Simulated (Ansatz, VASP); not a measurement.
## GaSb in two plane-wave programs

Wanted: the spread between two codes on one cell, functional and k mesh. The cell is taken from a series of runs on this material, whose earlier steps may have relaxed, scaled, displaced or heated it; both programs get it as it stands.

Main program and level: Ansatz 0.2.0; plane waves, with VASP 6.6.1 beside it; zone-centre phonons at LDA.

## 1. The structure

The structure is tetragonal, space group I-4m2 (No. 119). Conventional cell: a = 4.251 Å, b = 4.251 Å, c = 6.170 Å, α = 90.00°, β = 90.00°, γ = 90.00°. Ga has 4 Sb at 2.63 Å nearest. Nearest to Sb lie 4 Ga at 2.63 Å. Farther neighbours are not listed.

As a file:

```xyz
2
Lattice="0.0000 3.0061 3.0849 3.0061 0.0000 3.0849 3.0061 3.0061 0.0000" Properties=species:S:1:pos:R:3 pbc="T T T"
Ga    0.0000    0.0000    0.0000
Sb    4.5092    4.5092    4.6273
```

## 2. VASP: zone-centre phonons, LDA

Second derivatives magnify differences that forces hide, and they need a tight electronic threshold.

Lines of VASP's logs that name or quote its potential files are left out, and so is its time.

Input file INCAR:

```
SYSTEM = GaSb
PREC = Accurate
ENCUT = 500
EDIFF = 1E-08
NELM = 120
ISMEAR = 1
SIGMA = 0.2
LREAL = .FALSE.
ALGO = Normal
GGA = CA
NBANDS = 15
LORBIT = 11
LWAVE = .FALSE.
LCHARG = .FALSE.
ISIF = 2
IBRION = 8
LASPH = .TRUE.
GGA_COMPAT = .FALSE.
KPAR = 2
```

Input file POSCAR:

```
GaSb
1.0
    0.0000000000      3.0061021606      3.0848534591
    3.0061021606      0.0000000000      3.0848534591
    3.0061021606      3.0061021606      0.0000000000
Ga Sb
1 1
Direct
    0.0000000000      0.0000000000      0.0000000000
    0.7500000000      0.7500000000      0.7500000000
```

Input file KPOINTS:

```
Automatic mesh
0
Gamma
12 12 12
0 0 0
```

Potentials, in the order of the species: Ga_d and Sb (LDA family, release 64).

The run is started by

```console
$ mpirun -np 2 vasp_std
```

Numbers of over 12 decimals in the logs are rounded to 6 here.

Log:

```text
[banner, memory and clock lines left out]
running    2 mpi-ranks, on    1 nodes
 distrk:  each k-point on    1 cores,    2 groups
 distr:  one band on    1 cores,    1 groups

 POSCAR found type information on POSCAR GaSb
 POSCAR found :  2 types and       2 ions
 LDA part: xc-table for (Slater(with rela. corr.)+CA(PZ))
 , standard interpolation
 POSCAR, INCAR and KPOINTS ok, starting setup
 FFT: planning ... GRIDC
 FFT: planning ... GRID_SOFT
 FFT: planning ... GRID
 WAVECAR not read
 entering main loop
       N       E                     dE             d eps       ncg     rms          rms(c)
DAV:   1     0.804963914676E+02    0.80496E+02   -0.85815E+03  4954   0.145E+03
DAV:   2    -0.250332380724E+01   -0.83000E+02   -0.80139E+02  5667   0.300E+02
DAV:   3    -0.868358939466E+01   -0.61803E+01   -0.61621E+01  5891   0.679E+01
DAV:   4    -0.879392254619E+01   -0.11033E+00   -0.11031E+00  6086   0.102E+01
DAV:   5    -0.879646360320E+01   -0.25411E-02   -0.25410E-02  6361   0.133E+00    0.339E+00
DAV:   6    -0.870637562278E+01    0.90088E-01   -0.75839E-02  7191   0.448E+00    0.198E+00
DAV:   7    -0.867003930204E+01    0.36336E-01   -0.52340E-02  5695   0.184E+00    0.294E-01
DAV:   8    -0.866977640151E+01    0.26290E-03   -0.47266E-03  6197   0.847E-01    0.984E-02
DAV:   9    -0.866985482592E+01   -0.78424E-04   -0.34323E-04  5896   0.162E-01    0.398E-02
DAV:  10    -0.866984759627E+01    0.72296E-05   -0.17098E-05  6275   0.348E-02    0.141E-02
DAV:  11    -0.866984972531E+01   -0.21290E-05   -0.44411E-06  5843   0.196E-02    0.519E-03
DAV:  12    -0.866984969352E+01    0.31794E-07   -0.22469E-07  6115   0.350E-03    0.114E-03
DAV:  13    -0.866984970281E+01   -0.92969E-08   -0.21859E-08  6052   0.145E-03
   1 F= -.86698497E+01 E0= -.86700021E+01  d E =0.457134E-03
 Linear response reoptimize wavefunctions to high precision
DAV:   1    -0.866984970287E+01   -0.56389E-10   -0.75276E-10  4888   0.336E-04
 Linear response DOF=           4
 Linear response progress:
  Degree of freedom:   1/  4
       N       E                     dE             d eps       ncg     rms          rms(c)
RMM:   1    -0.168088699249E+00   -0.16809E+00    0.10191E-01 17757   0.854E+00
RMM:   2    -0.166685492065E+00    0.14032E-02   -0.27491E-02 26755   0.137E+00    0.404E-02
RMM:   3    -0.166801305752E+00   -0.11581E-03   -0.36030E-03 27539   0.460E-01    0.259E-02
RMM:   4    -0.166787922312E+00    0.13383E-04   -0.19495E-03 30480   0.227E-01    0.150E-02
RMM:   5    -0.166802434672E+00   -0.14512E-04   -0.67226E-05 29511   0.564E-02    0.476E-03
RMM:   6    -0.166804482992E+00   -0.20483E-05   -0.12706E-05 29660   0.233E-02    0.878E-04
RMM:   7    -0.166794396695E+00    0.10086E-04   -0.34873E-06 29029   0.105E-02    0.685E-04
RMM:   8    -0.166797730981E+00   -0.33343E-05   -0.66145E-07 29398   0.474E-03    0.167E-04
RMM:   9    -0.166798852947E+00   -0.11220E-05   -0.26653E-07 29498   0.223E-03    0.951E-05
RMM:  10    -0.166799503717E+00   -0.65077E-06   -0.27536E-08 29998   0.108E-03    0.234E-05
RMM:  11    -0.166799530842E+00   -0.27125E-07    0.54632E-10 29772   0.530E-04    0.190E-05
RMM:  12    -0.166799706866E+00   -0.17602E-06    0.30990E-09 29592   0.275E-04    0.395E-06
RMM:  13    -0.166799734645E+00   -0.27779E-07    0.42385E-09 29758   0.146E-04    0.291E-06
RMM:  14    -0.166799762826E+00   -0.28180E-07   -0.97433E-09 29750   0.839E-05    0.519E-07
RMM:  15    -0.166799759794E+00    0.30317E-08    0.41479E-09 29484   0.517E-05    0.109E-06
 first order change of Fermi-energy  -0.13339E-04
 force on displaced ion       1 direction 1 :  -8.184  -0.000  -0.000
 Linear response progress:
  Degree of freedom:   2/  4
       N       E                     dE             d eps       ncg     rms          rms(c)
RMM:   1    -0.168379187882E+00   -0.16838E+00    0.86978E-02 10440   0.843E+00
RMM:   2    -0.166989286821E+00    0.13899E-02   -0.28481E-02 15606   0.134E+00    0.407E-02
RMM:   3    -0.166956523921E+00    0.32763E-04   -0.34073E-03 16229   0.434E-01    0.268E-02
RMM:   4    -0.166903874477E+00    0.52649E-04   -0.15744E-03 17645   0.209E-01    0.139E-02
RMM:   5    -0.166930923817E+00   -0.27049E-04   -0.73897E-05 17125   0.528E-02    0.428E-03
RMM:   6    -0.166933243894E+00   -0.23201E-05   -0.12513E-05 17279   0.215E-02    0.553E-04
RMM:   7    -0.166924682734E+00    0.85612E-05   -0.30877E-06 16814   0.961E-03    0.686E-04
RMM:   8    -0.166927892481E+00   -0.32097E-05   -0.59604E-07 17103   0.440E-03    0.197E-04
RMM:   9    -0.166929202984E+00   -0.13105E-05   -0.17013E-07 17043   0.205E-03    0.873E-05
RMM:  10    -0.166929870702E+00   -0.66772E-06   -0.37421E-08 17331   0.101E-03    0.259E-05
RMM:  11    -0.166929974316E+00   -0.10361E-06   -0.10770E-08 17389   0.498E-04    0.681E-06
RMM:  12    -0.166929984783E+00   -0.10467E-07   -0.58501E-09 17467   0.256E-04    0.107E-05
RMM:  13    -0.166930077595E+00   -0.92812E-07   -0.18959E-09 17133   0.138E-04    0.861E-07
RMM:  14    -0.166930055339E+00    0.22256E-07   -0.99400E-10 17249   0.796E-05    0.410E-06
RMM:  15    -0.166930074977E+00   -0.19638E-07   -0.42347E-10 17217   0.503E-05    0.179E-06
RMM:  16    -0.166930079002E+00   -0.40251E-08   -0.33933E-10 17326   0.352E-05    0.152E-06
 first order change of Fermi-energy   0.91467E-06
 force on displaced ion       1 direction 3 :  -0.000  -0.000  -8.115
 Linear response progress:
  Degree of freedom:   3/  4
       N       E                     dE             d eps       ncg     rms          rms(c)
RMM:   1    -0.292271430432E-01   -0.29227E-01    0.23173E-03 28885   0.140E+00
RMM:   2    -0.265568495254E-01    0.26703E-02   -0.36589E-03 26036   0.395E-01    0.674E-02
RMM:   3    -0.264846136814E-01    0.72236E-04   -0.22280E-04 29020   0.108E-01    0.359E-02
RMM:   4    -0.265002537913E-01   -0.15640E-04   -0.43628E-05 29029   0.454E-02    0.463E-03
RMM:   5    -0.265055197118E-01   -0.52659E-05   -0.61171E-06 30321   0.159E-02    0.293E-03
RMM:   6    -0.264986029141E-01    0.69168E-05   -0.86203E-07 28979   0.499E-03    0.754E-04
RMM:   7    -0.264977151196E-01    0.88779E-06   -0.86308E-08 29856   0.154E-03    0.321E-04
RMM:   8    -0.264972151706E-01    0.49995E-06   -0.12424E-08 28782   0.559E-04    0.846E-05
RMM:   9    -0.264971830222E-01    0.32148E-07   -0.11604E-09 29926   0.203E-04    0.256E-05
RMM:  10    -0.264971928186E-01   -0.97964E-08   -0.77322E-10 28346   0.794E-05    0.555E-06
 first order change of Fermi-energy   0.40590E-04
 force on displaced ion       2 direction 1 :  -8.208   0.000   0.000
 Linear response progress:
  Degree of freedom:   4/  4
       N       E                     dE             d eps       ncg     rms          rms(c)
RMM:   1    -0.295543214353E-01   -0.29554E-01    0.49972E-04 16434   0.142E+00
RMM:   2    -0.265551853837E-01    0.29991E-02   -0.37834E-03 15402   0.398E-01    0.688E-02
RMM:   3    -0.264982033159E-01    0.56982E-04   -0.22135E-04 16918   0.106E-01    0.366E-02
RMM:   4    -0.265253824188E-01   -0.27179E-04   -0.43077E-05 16997   0.452E-02    0.456E-03
RMM:   5    -0.265308622134E-01   -0.54798E-05   -0.60103E-06 17653   0.152E-02    0.293E-03
RMM:   6    -0.265224948205E-01    0.83674E-05   -0.75668E-07 16841   0.482E-03    0.541E-04
RMM:   7    -0.265219741161E-01    0.52070E-06   -0.69408E-08 17656   0.146E-03    0.271E-04
RMM:   8    -0.265218218115E-01    0.15230E-06   -0.15245E-08 16869   0.505E-04    0.329E-05
RMM:   9    -0.265218420387E-01   -0.20227E-07   -0.26183E-09 17638   0.188E-04    0.213E-05
RMM:  10    -0.265218343924E-01    0.76463E-08   -0.13104E-09 16687   0.657E-05    0.235E-06
 first order change of Fermi-energy   0.70755E-03
 force on displaced ion       2 direction 3 :  -0.000  -0.000  -8.142
 Linear response finished
```

From OUTCAR (step 2):

```text
ion  position               nearest neighbor table
   1  0.000  0.000  0.000-   2 2.63   2 2.63   2 2.63   2 2.63
   2  0.750  0.750  0.750-   1 2.63   1 2.63   1 2.63   1 2.63

  LATTYP: Found a body centered tetragonal cell.
 ALAT       =     4.2512704454
 C/A-ratio  =     1.4512619222

 Subroutine GETGRP returns: Found  8 space group operations
 (whereof  8 operations were pure point group operations)

The static configuration has the point symmetry D_2d.

 Found    163 irreducible k-points:

   k-points           NKPTS =    163   k-points in BZ     NKDIM =    163   number of bands    NBANDS=     15

   dimension x,y,z NGX =    32 NGY =   32 NGZ =   32
   dimension x,y,z NGXF=    64 NGYF=   64 NGZF=   64

   ENCUT  =  500.0 eV  36.75 Ry    6.06 a.u.   7.85  7.85  7.75*2*pi/ulx,y,z

   NELECT =      18.0000    total number of electrons

 k-points in reciprocal lattice and weights: Automatic mesh
   0.00000000  0.00000000  0.00000000       0.001
   0.08333333  0.00000000  0.00000000       0.005
   0.16666667  0.00000000  0.00000000       0.005
   0.25000000  0.00000000  0.00000000       0.005
   0.33333333  0.00000000  0.00000000       0.005
   0.41666667  0.00000000  0.00000000       0.005
   0.50000000  0.00000000  0.00000000       0.002
   0.08333333  0.08333333  0.00000000       0.001
   0.16666667  0.08333333  0.00000000       0.005
[...]
-0.33333333  0.16666667  0.50000000       0.002
  -0.25000000  0.25000000  0.50000000       0.001

 average (electrostatic) potential at core
       1 -66.6484       2 -88.4130

  Total        0.0665299      0.0665299     -0.3705430      0.0000000      0.0000000      0.0000000
  in kB        1.9118580      1.9118580    -10.6482257      0.0000000      0.0000000      0.0000000
  external PRESSURE =      -2.2748365 kB  Pullay stress =       0.0000000 kB

  energy-cutoff  :      500.00
  volume of cell :       55.75
      direct lattice vectors                 reciprocal lattice vectors
     0.000000000  3.006102161  3.084853459    -0.166328346  0.166328346  0.162082253
     3.006102161  0.000000000  3.084853459     0.166328346 -0.166328346  0.162082253
     3.006102161  3.006102161  0.000000000     0.166328346  0.166328346 -0.162082253

 POSITION                                       TOTAL-FORCE (eV/Angst)
 -----------------------------------------------------------------------------------
      0.00000      0.00000      0.00000         0.000000      0.000000     -0.000000
      4.50915      4.50915      4.62728        -0.000000     -0.000000      0.000000
 -----------------------------------------------------------------------------------
    total drift:                                0.000000      0.000000     -0.000002

 Eigenvectors and eigenvalues of the dynamical matrix
 ----------------------------------------------------

   1 f  =    6.720468 THz    42.225946 2PiTHz  224.170683 cm-1    27.793610 meV
             X         Y         Z           dx          dy          dz
      0.000000  0.000000  0.000000    -0.796974    0.000000    0.000000
      4.509153  4.509153  4.627280     0.604014    0.000000    0.000000

   2 f  =    6.720468 THz    42.225946 2PiTHz  224.170683 cm-1    27.793610 meV
             X         Y         Z           dx          dy          dz
      0.000000  0.000000  0.000000     0.000000    0.796974    0.000000
      4.509153  4.509153  4.627280     0.000000   -0.604014   -0.000000

   3 f  =    6.692521 THz    42.050351 2PiTHz  223.238479 cm-1    27.678031 meV
             X         Y         Z           dx          dy          dz
      0.000000  0.000000  0.000000     0.000000    0.000000   -0.796939
      4.509153  4.509153  4.627280     0.000000   -0.000000    0.604060

   4 f/i=    0.004833 THz     0.030369 2PiTHz    0.161223 cm-1     0.019989 meV
             X         Y         Z           dx          dy          dz
      0.000000  0.000000  0.000000    -0.604014    0.000000    0.000000
      4.509153  4.509153  4.627280    -0.796974    0.000000    0.000000

   5 f/i=    0.004833 THz     0.030369 2PiTHz    0.161223 cm-1     0.019989 meV
             X         Y         Z           dx          dy          dz
      0.000000  0.000000  0.000000     0.000000   -0.604014    0.000000
      4.509153  4.509153  4.627280     0.000000   -0.796974    0.000000

   6 f/i=    0.005202 THz     0.032688 2PiTHz    0.173533 cm-1     0.021515 meV
             X         Y         Z           dx          dy          dz
      0.000000  0.000000  0.000000     0.000000    0.000000    0.604060
      4.509153  4.509153  4.627280     0.000000    0.000000    0.796939

 ELASTIC MODULI CONTR FROM IONIC RELAXATION (kBar)
 Direction    XX          YY          ZZ          XY          YZ          ZX
 --------------------------------------------------------------------------------
 XX           0.0000      0.0000      0.0000      0.0000      0.0000      0.0000
 YY           0.0000      0.0000      0.0000      0.0000      0.0000      0.0000
 ZZ           0.0000      0.0000      0.0000      0.0000      0.0000      0.0000
 XY           0.0000      0.0000      0.0000   -176.0296      0.0000      0.0000
 YZ           0.0000      0.0000      0.0000      0.0000   -179.7200      0.0000
 ZX           0.0000      0.0000      0.0000      0.0000      0.0000   -156.6348
 --------------------------------------------------------------------------------
```

(Continued in part 2 of 2.)

[Lines on the potential files, build, host, timing and source positions are cut from VASP's logs without a mark.]

[Logs are printed without paths, hosts, clocks, repeated set-up lines and the standing remarks that a program may print on its own settings, such as how far it seeks lower states.]

[Hosts, paths, dates, database ids (printed as entryN), source tags and the programs' standing remarks are cut or masked in the printed files.]
